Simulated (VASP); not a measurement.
Crystal: ZnSe (Stilleite).

```xyz
2
Lattice="0.0000 2.8338 2.8338 2.8338 0.0000 2.8338 2.8338 2.8338 0.0000" Properties=species:S:1:pos:R:3 pbc="T T T"
Se    4.2507    4.2507    4.2507
Zn    0.0000    0.0000    0.0000
```

Base run:

```yaml
Program: VASP 6.6.1
Functional: PBE
Potentials_or_basis: VASP PAW PBE potentials, release 64 (Se, Zn)
Cutoff: 520 eV
k_mesh: 8 × 8 × 8
Occupations: fermi-dirac, width 0.05 eV
Spin: no spin polarisation
```

Its results: band gap on the k mesh 1.29 eV, direct.

**Question.** The run is repeated on the same cell with these changes: functional from PBE to LDA; potentials or basis from VASP PAW PBE potentials, release 64 (Se, Zn) to VASP PAW LDA potentials, release 64 (Se, Zn). What comes out?

**Answer.** Band gap on the k mesh 1.07 eV, direct.
